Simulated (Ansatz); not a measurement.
# Ge: a line through a two-coordinate scan

One line of a two-coordinate grid on Ge (R-3, No. 148; 8 atoms in the cell): lattice constant c is varied, at lattice constant a (and b) = 9.355 Å.

Program: Ansatz 0.2.0. Level of theory: DFT PBEsol, scalar-relativistic, plane waves, PAW. These are calculated values, not measurements.

1 further run of the same task is left out (set aside as unsound or not needed).

## 1. The system as given

Symmetry: R-3, No. 148, trigonal system. The conventional cell has a = 9.848 Å, b = 9.848 Å, c = 5.858 Å, α = 90.00°, β = 90.00°, γ = 120.00°. Ge (site symmetry 3) has 4 Ge at 2.48 to 2.53 Å as nearest neighbours. Ge (site symmetry 1) is surrounded by 4 Ge at 2.48 to 2.49 Å.

Structure file:

```
CELL_PARAMETERS angstrom
4.92388 2.84281 1.95270
-4.92388 2.84281 1.95270
0.00000 -5.68561 1.95270
ATOMIC_POSITIONS crystal
Ge 0.71602 0.71602 0.71602
Ge 0.28398 0.28398 0.28398
Ge 0.03029 0.72620 0.53379
Ge 0.53379 0.03029 0.72620
Ge 0.72620 0.53379 0.03029
Ge 0.96971 0.27380 0.46621
Ge 0.46621 0.96971 0.27380
Ge 0.27380 0.46621 0.96971
```

It goes back to an entry of the Materials Project, which need not be the stable form.

This cell was relaxed beforehand with the same method: volume 20.50 Å³/atom, gap on the mesh none (metal).

## 2. Plan of the line

The energy is mapped over the lattice constants a and c of the conventional cell.

- lattice constant a (and b): 5 values from 9.355 to 10.340 Å
- lattice constant c: 5 values from 5.155 to 6.561 Å

Nothing else is relaxed (fractional coordinates fixed). Energies count from the relaxed crystal. Points are written as (first, second).

## 3. Grid point (9.355 Å, 5.155 Å)

input.yaml

```yaml
crystal:
  lattice:
    - [4.6777, 2.7006713542, 1.7183666667]
    - [-4.6777, 2.7006713542, 1.7183666667]
    - [0.0, -5.4013427084, 1.7183666667]
  atoms:
    - { symbol: Ge, position: [0.7160166262, 0.7160166262, 0.7160166262] }
    - { symbol: Ge, position: [0.2839833738, 0.2839833738, 0.2839833738] }
    - { symbol: Ge, position: [0.0302911486, 0.7262027915, 0.5337905696] }
    - { symbol: Ge, position: [0.5337905696, 0.0302911486, 0.7262027915] }
    - { symbol: Ge, position: [0.7262027915, 0.5337905696, 0.0302911486] }
    - { symbol: Ge, position: [0.9697088514, 0.2737972085, 0.4662094304] }
    - { symbol: Ge, position: [0.4662094304, 0.9697088514, 0.2737972085] }
    - { symbol: Ge, position: [0.2737972085, 0.4662094304, 0.9697088514] }
basis:
  ecutwfc: 420
kpoints:
  mp_grid: { grid: [9, 9, 9] }
hamiltonian:
  xc: pbesol
  pseudopotentials: { kind: paw, azcp: { folder: soft_1 } }
scf:
  occupations: { method: gaussian, width: 0.15 }
output:
  forces: true
  stress: true
  eigenvalues: true
```

Run with:

```sh
ansatz run input.yaml --threads 4 --pin off --max-ram 8192MiB --backend cpu --events-out ev --progress --plain --runs-dir out
```

Further runs follow: the other points of the line.

What does the calculation give? Wanted: for each run, lattice constant c; energy; slope; pressure; largest force on an atom.

As calculated:

```
lattice constant c (Å)  step  energy (meV/atom)  slope (meV/atom per Å)  pressure (GPa)  largest force on an atom (eV/Å)
                 5.155     3                362                    −865            30.2                             2.39
                 5.507     4                148                    −382            17.8                             0.70
                 5.858     5                 73                     −69             9.9                             0.68
                 6.210     6                 84                     114             4.9                             0.87
                 6.561     7                143                     210             1.8                             1.05
```

Energies count from the relaxed crystal. Slopes come from the forces (and the stress, where the cell changes), not from differences of energies.

In words: Along the line the energy is lowest at 5.858 Å, 73 meV/atom from the zero. Energies and slopes round the minimum, fitted together, put the minimum at 5.9688 Å, with a curvature of about 570 meV/atom per Å². The highest point computed, at 5.155 Å, lies 289 meV/atom above the lowest. This is one cut through a surface in two coordinates; the map's lowest point lies off it. A rigid map gives upper bounds: relaxing the other coordinates can only lower a point.
